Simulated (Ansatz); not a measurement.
ZnS: pressure against volume

ZnS, P3m1, a = 3.848 Å, c = 31.449 Å. This isn't the usual stable structure of the compound. Ansatz: PBE, PAW, 420 eV, Γ-centred 12×12×1 mesh on 20 atoms, Gaussian smearing 0.02 eV; no spin polarisation. Shape and atoms are relaxed at each volume; pressure is positive in compression.

| V (Å³/atom) | P (GPa) |
| --- | --- |
| 17.747 | 11.78 |
| 18.352 | 8.07 |
| 18.957 | 4.93 |
| 19.562 | 2.26 |
| 20.167 | 0.00 |
| 20.772 | ? |
| 21.377 | -3.55 |
| 22.184 | -5.35 |

Task: Take V0 = 20.167 Å³/atom, fit the third-order Birch–Murnaghan form to the other rows, and predict the missing pressure.

Result: With the Eulerian strain f = ½[(V0/V)^(2/3) − 1] and y = P/[3f(1 + 2f)^(5/2)], the form is the line y = B0 + 1.5 B0 (B0′ − 4) f. Rows (f, y): 0.04448, 71.3; 0.03245, 70.8; 0.02106, 70.4; 0.01026, 69.8; -0.01905, 68.5; -0.03079, 67.9. Means f = 0.009735, y = 69.783; Σ(Δf)² = 0.004323, ΣΔfΔy = 0.1960; the slope is their ratio. y = 69.34 + 45.35 f GPa, so B0 = 69.3 GPa and B0′ = 4 + 2 × (45.35)/(3 × 69.34) = 4.44. At V = 20.772, f = -0.00976, y = 68.90 and P = -1.92 GPa. The run gave -1.92 GPa, the same to the digits shown.

Cost: 8 runs of about 61 core-minutes in all, on Intel Xeon Processor @ 2.50GHz (Skylake/Cascade Lake) (shared hosts).